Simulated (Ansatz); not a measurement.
Input of an Ansatz 0.2.0 run:

File input.yaml:

```yaml
crystal:
  lattice:
    - [2.908394, 0.0, 0.0]
    - [0.0, 2.908394, 0.0]
    - [0.0, 0.0, 4.103427]
  atoms:
    - { symbol: Si, position: [0.5, 0.5, 0.5] }
    - { symbol: Mg, position: [0.0, 0.0, 0.0] }
hamiltonian:
  xc: blyp
  pseudopotentials: { kind: paw }
  dispersion: d3bj
kpoints:
  mp_grid: { grid: [9, 9, 7] }
scf:
  occupations: { method: fermi_dirac, width: 0.05 }
output:
  forces: true
  stress: true
  eigenvalues: true
relax:
  f_tol: 0.01
  max_steps: 40
  cell: { stress_tol: 0.05 }
```

Potentials or basis: Ansatz PAW.

Launch:

```sh
$ ansatz run input.yaml --threads 2 --pin off --max-ram 5632MiB --backend cpu --events-out ev --progress --plain --runs-dir out
```

Question: Predict the relaxed volume.

Answer: 16.31 Å³/atom.

Question: What does it give for the relaxed cell?

Answer: a = 2.923 Å, b = 2.923 Å, c = 3.818 Å, α = 90.00°, β = 90.00°, γ = 90.00°.

Final structure:
```
Si Mg
1.0
     2.92256    0.00000    0.00000
     0.00000    2.92256    0.00000
     0.00000    0.00000    3.81796
Si Mg
1 1
Direct
  0.50000 0.50000 0.50000
  0.00000 0.00000 0.00000
```

Caveat: pairwise dispersion overbinds metals, which lowers pressure and volume; the PAW data sets come from PBE, with cores solved anew for the run's functional, which leaves a small shift of forces and pressure.
